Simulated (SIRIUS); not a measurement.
# CuO (P-6m2) in SIRIUS: a series of runs, part 2 of 4

SIRIUS 7.12.0. Earlier steps stand in the parts before.

### 3 Equation of state, BLYP, 9.26 Å³/atom (volume scaled by 0.96)

File sirius.json:

```json
{
  "control": {
    "processing_unit": "cpu",
    "std_evp_solver_name": "lapack",
    "gen_evp_solver_name": "lapack",
    "verbosity": 2,
    "print_forces": false,
    "ortho_rf": true,
    "use_second_variation": true,
    "rmt_max": 3.0,
    "num_bands_to_print": 22,
    "save_wf": true
  },
  "parameters": {
    "electronic_structure_method": "full_potential_lapwlo",
    "xc_functionals": ["XC_GGA_X_B88", "XC_GGA_C_LYP"],
    "core_relativity": "dirac",
    "valence_relativity": "iora",
    "num_fv_states": 22,
    "smearing": "fermi_dirac",
    "smearing_width": 0.0018374661,
    "pw_cutoff": 24,
    "gk_cutoff": 4.62,
    "lmax_apw": 12,
    "lmax_rho": 8,
    "lmax_pot": 8,
    "num_mag_dims": 0,
    "auto_rmt": 0,
    "ngridk": [6, 6, 5],
    "shiftk": [0, 0, 0],
    "num_dft_iter": 80,
    "energy_tol": 1e-07,
    "density_tol": 1e-05,
    "use_symmetry": true
  },
  "settings": {"tol_ne": 1e-10},
  "iterative_solver": {"type": "exact"},
  "mixer": {"type": "anderson", "beta": 0.5, "max_history": 8},
  "unit_cell": {
    "lattice_vectors": [[5.2874379991, 0.0, 0.0], [-2.6437189903, 4.5790556307, 0.0], [0.0, 0.0, 5.1602775181]],
    "atom_types": ["Cu", "O"],
    "atom_files": {"Cu": "Cu.json", "O": "O.json"},
    "atoms": {"Cu": [[0.0, 0.0, 0.0]], "O": [[0.6666666667, 0.3333333333, 0.5]]}
  }
}
```

File Cu.json:

```json
{
  "name": "copper",
  "symbol": "Cu",
  "number": 29,
  "mass": 63.546,
  "rmin": 1e-06,
  "rmt": 2.34,
  "nrmt": 800,
  "rinf": 15.61,
  "core": "1s2s2p",
  "valence": [
    {"basis": [{"enu": 0.04, "dme": 0, "n": 0, "auto": 0}, {"enu": 0.04, "dme": 1, "n": 0, "auto": 0}]},
    {"l": 0, "n": 1, "basis": [{"enu": 0.14, "dme": 0, "n": 0, "auto": 0}]},
    {"l": 1, "n": 2, "basis": [{"enu": 0.14, "dme": 0, "n": 0, "auto": 0}]},
    {"l": 2, "n": 3, "basis": [{"enu": 0.14, "dme": 0, "n": 0, "auto": 0}]},
    {"l": 3, "n": 4, "basis": [{"enu": 0.14, "dme": 0, "n": 0, "auto": 0}]}
  ],
  "lo": [
    {"l": 0, "basis": [{"enu": 0.14, "dme": 0, "n": 0, "auto": 0}, {"enu": 0.14, "dme": 1, "n": 0, "auto": 0}]},
    {
      "l": 0,
      "basis": [{"enu": -3.8659, "dme": 0, "n": 3, "auto": 1}, {"enu": -3.8659, "dme": 1, "n": 3, "auto": 1}]
    },
    {
      "l": 0,
      "basis": [{"enu": -3.8659, "dme": 1, "n": 3, "auto": 1}, {"enu": 0.14, "dme": 0, "n": 0, "auto": 0}]
    },
    {"l": 0, "basis": [{"enu": 0.14, "dme": 0, "n": 0, "auto": 0}, {"enu": 3.0621, "dme": 0, "n": 0, "auto": 0}]},
    {"l": 1, "basis": [{"enu": 0.14, "dme": 0, "n": 0, "auto": 0}, {"enu": 0.14, "dme": 1, "n": 0, "auto": 0}]},
    {
      "l": 1,
      "basis": [{"enu": -2.3253, "dme": 0, "n": 3, "auto": 1}, {"enu": -2.3253, "dme": 1, "n": 3, "auto": 1}]
    },
    {
      "l": 1,
      "basis": [{"enu": -2.3253, "dme": 1, "n": 3, "auto": 1}, {"enu": 0.14, "dme": 0, "n": 0, "auto": 0}]
    },
    {"l": 1, "basis": [{"enu": 0.14, "dme": 0, "n": 0, "auto": 0}, {"enu": 3.5004, "dme": 0, "n": 0, "auto": 0}]},
    {"l": 2, "basis": [{"enu": 0.14, "dme": 0, "n": 0, "auto": 0}, {"enu": 0.14, "dme": 1, "n": 0, "auto": 0}]},
    {"l": 2, "basis": [{"enu": 0.14, "dme": 1, "n": 0, "auto": 0}, {"enu": 0.14, "dme": 2, "n": 0, "auto": 0}]},
    {"l": 2, "basis": [{"enu": 0.14, "dme": 0, "n": 0, "auto": 0}, {"enu": 2.989, "dme": 0, "n": 0, "auto": 0}]},
    {"l": 3, "basis": [{"enu": 0.14, "dme": 0, "n": 0, "auto": 0}, {"enu": 0.14, "dme": 1, "n": 0, "auto": 0}]},
    {"l": 3, "basis": [{"enu": 0.14, "dme": 0, "n": 0, "auto": 0}, {"enu": 3.3177, "dme": 0, "n": 0, "auto": 0}]}
  ],
  "free_atom": [... radial grid and density of the free atom, the start of the SCF ...]
}
```

File O.json:

```json
{
  "name": "oxygen",
  "symbol": "O",
  "number": 8,
  "mass": 15.9994,
  "rmin": 1e-06,
  "rmt": 1.56,
  "nrmt": 800,
  "rinf": 11.55,
  "core": "1s",
  "valence": [
    {"basis": [{"enu": 0.04, "dme": 0, "n": 0, "auto": 0}, {"enu": 0.04, "dme": 1, "n": 0, "auto": 0}]},
    {"l": 0, "n": 1, "basis": [{"enu": -0.0771, "dme": 0, "n": 0, "auto": 0}]},
    {"l": 1, "n": 2, "basis": [{"enu": 0.14, "dme": 0, "n": 0, "auto": 0}]},
    {"l": 2, "n": 3, "basis": [{"enu": 0.14, "dme": 0, "n": 0, "auto": 0}]},
    {"l": 3, "n": 4, "basis": [{"enu": 0.14, "dme": 0, "n": 0, "auto": 0}]}
  ],
  "lo": [
    {
      "l": 0,
      "basis": [{"enu": -0.0771, "dme": 0, "n": 0, "auto": 0}, {"enu": -0.0771, "dme": 1, "n": 0, "auto": 0}]
    },
    {
      "l": 0,
      "basis": [{"enu": -0.0771, "dme": 1, "n": 0, "auto": 0}, {"enu": -0.0771, "dme": 2, "n": 0, "auto": 0}]
    },
    {
      "l": 0,
      "basis": [{"enu": -0.0771, "dme": 0, "n": 0, "auto": 0}, {"enu": 4.8538, "dme": 0, "n": 0, "auto": 0}]
    },
    {"l": 1, "basis": [{"enu": 0.14, "dme": 0, "n": 0, "auto": 0}, {"enu": 0.14, "dme": 1, "n": 0, "auto": 0}]},
    {"l": 1, "basis": [{"enu": 0.14, "dme": 1, "n": 0, "auto": 0}, {"enu": 0.14, "dme": 2, "n": 0, "auto": 0}]},
    {"l": 1, "basis": [{"enu": 0.14, "dme": 0, "n": 0, "auto": 0}, {"enu": 5.8106, "dme": 0, "n": 0, "auto": 0}]},
    {"l": 2, "basis": [{"enu": 0.14, "dme": 0, "n": 0, "auto": 0}, {"enu": 0.14, "dme": 1, "n": 0, "auto": 0}]},
    {"l": 2, "basis": [{"enu": 0.14, "dme": 1, "n": 0, "auto": 0}, {"enu": 0.14, "dme": 2, "n": 0, "auto": 0}]},
    {"l": 2, "basis": [{"enu": 0.14, "dme": 0, "n": 0, "auto": 0}, {"enu": 6.5503, "dme": 0, "n": 0, "auto": 0}]},
    {"l": 3, "basis": [{"enu": 0.14, "dme": 0, "n": 0, "auto": 0}, {"enu": 0.14, "dme": 1, "n": 0, "auto": 0}]}
  ],
  "free_atom": [... radial grid and density of the free atom, the start of the SCF ...]
}
```

File sirius_start.json:

```json
{
  "control": {
    "processing_unit": "cpu",
    "std_evp_solver_name": "lapack",
    "gen_evp_solver_name": "lapack",
    "verbosity": 1,
    "print_forces": false,
    "ortho_rf": true,
    "use_second_variation": true,
    "rmt_max": 3.0,
    "num_bands_to_print": 22,
    "save_wf": false
  },
  "parameters": {
    "electronic_structure_method": "full_potential_lapwlo",
    "xc_functionals": ["XC_LDA_X", "XC_LDA_C_PW"],
    "core_relativity": "dirac",
    "valence_relativity": "iora",
    "num_fv_states": 22,
    "smearing": "fermi_dirac",
    "smearing_width": 0.0055123983,
    "pw_cutoff": 24,
    "gk_cutoff": 3.69,
    "lmax_apw": 12,
    "lmax_rho": 8,
    "lmax_pot": 8,
    "num_mag_dims": 0,
    "auto_rmt": 0,
    "ngridk": [2, 2, 2],
    "shiftk": [0, 0, 0],
    "num_dft_iter": 30,
    "energy_tol": 0.01,
    "density_tol": 0.05,
    "use_symmetry": true
  },
  "settings": {"tol_ne": 1e-10},
  "iterative_solver": {"type": "exact"},
  "mixer": {"type": "anderson", "beta": 0.5, "max_history": 8},
  "unit_cell": {
    "lattice_vectors": [[5.2874379991, 0.0, 0.0], [-2.6437189903, 4.5790556307, 0.0], [0.0, 0.0, 5.1602775181]],
    "atom_types": ["Cu", "O"],
    "atom_files": {"Cu": "Cu.json", "O": "O.json"},
    "atoms": {"Cu": [[0.0, 0.0, 0.0]], "O": [[0.6666666667, 0.3333333333, 0.5]]}
  }
}
```

Potentials or basis: all-electron FP-LAPW, apw+lo standard.

The run is started by

```bash
$ OMP_NUM_THREADS=2 sirius.scf --input=sirius_start.json --output=start.json
$ OMP_NUM_THREADS=2 sirius.scf --input=sirius.json --output=output.json --task=1
```

Run time: 27 s. Hardware: 2 threads of Arm Neoverse V2, shared host; peak memory 0.44 GiB.

Results (log left out):

- Free energy: -47093.0413 eV
- Band gap on the k mesh: none (metal or under the smearing width)
- All electrons inside the program's atomic spheres: Cu 28.07; O 6.98 (radii Cu 2.34, O 1.56 bohr)

Caveat: the k mesh is coarse (spacing up to 0.46 Å⁻¹), so the values aren't converged; an odd number of electrons without spin polarisation forces a metal; a magnetic or distorted state may lie lower; the run has no spin polarisation, though such a crystal can be magnetic; semilocal functionals often make such compounds metallic where correlation or magnetic order opens a gap, which also shifts bond lengths.

### 4 Equation of state, BLYP, 9.45 Å³/atom (volume scaled by 0.98)

sirius.json: that of step 3 with these lines changed.

```diff
@@ -39,3 +39,3 @@
   "unit_cell": {
-    "lattice_vectors": [[5.2874379991, 0.0, 0.0], [-2.6437189903, 4.5790556307, 0.0], [0.0, 0.0, 5.1602775181]],
+    "lattice_vectors": [[5.3239042411, 0.0, 0.0], [-2.6619521111, 4.6106363226, 0.0], [0.0, 0.0, 5.1958667634]],
     "atom_types": ["Cu", "O"],
```

File Cu.json:

```json
{
  "name": "copper",
  "symbol": "Cu",
  "number": 29,
  "mass": 63.546,
  "rmin": 1e-06,
  "rmt": 2.34,
  "nrmt": 800,
  "rinf": 15.61,
  "core": "1s2s2p",
  "valence": [
    {"basis": [{"enu": 0.03, "dme": 0, "n": 0, "auto": 0}, {"enu": 0.03, "dme": 1, "n": 0, "auto": 0}]},
    {"l": 0, "n": 1, "basis": [{"enu": 0.13, "dme": 0, "n": 0, "auto": 0}]},
    {"l": 1, "n": 2, "basis": [{"enu": 0.13, "dme": 0, "n": 0, "auto": 0}]},
    {"l": 2, "n": 3, "basis": [{"enu": 0.13, "dme": 0, "n": 0, "auto": 0}]},
    {"l": 3, "n": 4, "basis": [{"enu": 0.13, "dme": 0, "n": 0, "auto": 0}]}
  ],
  "lo": [
    {"l": 0, "basis": [{"enu": 0.13, "dme": 0, "n": 0, "auto": 0}, {"enu": 0.13, "dme": 1, "n": 0, "auto": 0}]},
    {
      "l": 0,
      "basis": [{"enu": -3.8759, "dme": 0, "n": 3, "auto": 1}, {"enu": -3.8759, "dme": 1, "n": 3, "auto": 1}]
    },
    {
      "l": 0,
      "basis": [{"enu": -3.8759, "dme": 1, "n": 3, "auto": 1}, {"enu": 0.13, "dme": 0, "n": 0, "auto": 0}]
    },
    {"l": 0, "basis": [{"enu": 0.13, "dme": 0, "n": 0, "auto": 0}, {"enu": 3.0521, "dme": 0, "n": 0, "auto": 0}]},
    {"l": 1, "basis": [{"enu": 0.13, "dme": 0, "n": 0, "auto": 0}, {"enu": 0.13, "dme": 1, "n": 0, "auto": 0}]},
    {
      "l": 1,
      "basis": [{"enu": -2.3353, "dme": 0, "n": 3, "auto": 1}, {"enu": -2.3353, "dme": 1, "n": 3, "auto": 1}]
    },
    {
      "l": 1,
      "basis": [{"enu": -2.3353, "dme": 1, "n": 3, "auto": 1}, {"enu": 0.13, "dme": 0, "n": 0, "auto": 0}]
    },
    {"l": 1, "basis": [{"enu": 0.13, "dme": 0, "n": 0, "auto": 0}, {"enu": 3.4904, "dme": 0, "n": 0, "auto": 0}]},
    {"l": 2, "basis": [{"enu": 0.13, "dme": 0, "n": 0, "auto": 0}, {"enu": 0.13, "dme": 1, "n": 0, "auto": 0}]},
    {"l": 2, "basis": [{"enu": 0.13, "dme": 1, "n": 0, "auto": 0}, {"enu": 0.13, "dme": 2, "n": 0, "auto": 0}]},
    {"l": 2, "basis": [{"enu": 0.13, "dme": 0, "n": 0, "auto": 0}, {"enu": 2.979, "dme": 0, "n": 0, "auto": 0}]},
    {"l": 3, "basis": [{"enu": 0.13, "dme": 0, "n": 0, "auto": 0}, {"enu": 0.13, "dme": 1, "n": 0, "auto": 0}]},
    {"l": 3, "basis": [{"enu": 0.13, "dme": 0, "n": 0, "auto": 0}, {"enu": 3.3077, "dme": 0, "n": 0, "auto": 0}]}
  ],
  "free_atom": [... radial grid and density of the free atom, the start of the SCF ...]
}
```

File O.json:

```json
{
  "name": "oxygen",
  "symbol": "O",
  "number": 8,
  "mass": 15.9994,
  "rmin": 1e-06,
  "rmt": 1.56,
  "nrmt": 800,
  "rinf": 11.55,
  "core": "1s",
  "valence": [
    {"basis": [{"enu": 0.03, "dme": 0, "n": 0, "auto": 0}, {"enu": 0.03, "dme": 1, "n": 0, "auto": 0}]},
    {"l": 0, "n": 1, "basis": [{"enu": -0.0871, "dme": 0, "n": 0, "auto": 0}]},
    {"l": 1, "n": 2, "basis": [{"enu": 0.13, "dme": 0, "n": 0, "auto": 0}]},
    {"l": 2, "n": 3, "basis": [{"enu": 0.13, "dme": 0, "n": 0, "auto": 0}]},
    {"l": 3, "n": 4, "basis": [{"enu": 0.13, "dme": 0, "n": 0, "auto": 0}]}
  ],
  "lo": [
    {
      "l": 0,
      "basis": [{"enu": -0.0871, "dme": 0, "n": 0, "auto": 0}, {"enu": -0.0871, "dme": 1, "n": 0, "auto": 0}]
    },
    {
      "l": 0,
      "basis": [{"enu": -0.0871, "dme": 1, "n": 0, "auto": 0}, {"enu": -0.0871, "dme": 2, "n": 0, "auto": 0}]
    },
    {
      "l": 0,
      "basis": [{"enu": -0.0871, "dme": 0, "n": 0, "auto": 0}, {"enu": 4.8438, "dme": 0, "n": 0, "auto": 0}]
    },
    {"l": 1, "basis": [{"enu": 0.13, "dme": 0, "n": 0, "auto": 0}, {"enu": 0.13, "dme": 1, "n": 0, "auto": 0}]},
    {"l": 1, "basis": [{"enu": 0.13, "dme": 1, "n": 0, "auto": 0}, {"enu": 0.13, "dme": 2, "n": 0, "auto": 0}]},
    {"l": 1, "basis": [{"enu": 0.13, "dme": 0, "n": 0, "auto": 0}, {"enu": 5.8006, "dme": 0, "n": 0, "auto": 0}]},
    {"l": 2, "basis": [{"enu": 0.13, "dme": 0, "n": 0, "auto": 0}, {"enu": 0.13, "dme": 1, "n": 0, "auto": 0}]},
    {"l": 2, "basis": [{"enu": 0.13, "dme": 1, "n": 0, "auto": 0}, {"enu": 0.13, "dme": 2, "n": 0, "auto": 0}]},
    {"l": 2, "basis": [{"enu": 0.13, "dme": 0, "n": 0, "auto": 0}, {"enu": 6.5403, "dme": 0, "n": 0, "auto": 0}]},
    {"l": 3, "basis": [{"enu": 0.13, "dme": 0, "n": 0, "auto": 0}, {"enu": 0.13, "dme": 1, "n": 0, "auto": 0}]}
  ],
  "free_atom": [... radial grid and density of the free atom, the start of the SCF ...]
}
```

sirius_start.json: that of step 3 with these lines changed.

```diff
@@ -39,3 +39,3 @@
   "unit_cell": {
-    "lattice_vectors": [[5.2874379991, 0.0, 0.0], [-2.6437189903, 4.5790556307, 0.0], [0.0, 0.0, 5.1602775181]],
+    "lattice_vectors": [[5.3239042411, 0.0, 0.0], [-2.6619521111, 4.6106363226, 0.0], [0.0, 0.0, 5.1958667634]],
     "atom_types": ["Cu", "O"],
```

The run is started by

```bash
$ OMP_NUM_THREADS=2 sirius.scf --input=sirius_start.json --output=start.json
$ OMP_NUM_THREADS=2 sirius.scf --input=sirius.json --output=output.json --task=1
```

Wall time 27 s (2 threads of Arm Neoverse V2, shared host); peak memory 0.44 GiB.

Results (log left out):

```yaml
Free_energy: -47093.0714 eV
Band_gap_on_the_k_mesh: none (metal or under the smearing width)
All_electrons_inside_the_program's_atomic_spheres: Cu 28.03; O 6.97 (radii Cu 2.34, O 1.56 bohr)
```

Caveat: the k mesh is coarse (spacing up to 0.46 Å⁻¹), so the values aren't converged; an odd number of electrons without spin polarisation forces a metal; a magnetic or distorted state may lie lower; the run has no spin polarisation, though such a crystal can be magnetic; semilocal functionals often make such compounds metallic where correlation or magnetic order opens a gap, which also shifts bond lengths.

(Continued in part 3 of 4.)
